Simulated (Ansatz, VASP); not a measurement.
**ScAl4: VASP beside Ansatz**

```
CELL_PARAMETERS angstrom
5.26684 0.00000 0.00000
0.00000 5.26684 0.00000
0.00000 0.00000 5.26684
ATOMIC_POSITIONS crystal
Sc 0.50000 0.50000 0.50000
Al 0.00000 0.00000 0.00000
Al 0.00000 0.50000 0.50000
Al 0.50000 0.00000 0.50000
Al 0.50000 0.50000 0.00000
```

Alike in both runs: functional PBE; k mesh 4 × 4 × 4; occupations gaussian, width 0.1 eV; no spin polarisation.

Ansatz relaxed the structure, and its values are those at the end. VASP's run is a single point on that final structure, the one shown.

|  | VASP | Ansatz |
| --- | --- | --- |
| version | VASP 6.6.1 | Ansatz 0.2.0 |
| potentials or method | VASP PAW PBE potentials, release 64 (Sc_sv, Al) | scalar-relativistic, plane waves, PAW |
| plane-wave cutoff (eV) | 520 | 420 |
| valence electrons in the cell | 23 | 23 |

```tsv
	VASP	Ansatz	Ansatz less VASP
gap on the k mesh at the Fermi level (eV)	none	none	-
pressure (GPa)	0.1	0.1	0.00
```

A gap of «none» marks a metal or a gap that the smearing closes. The functional is the same, so the differences come from potentials, cutoffs and numerics.
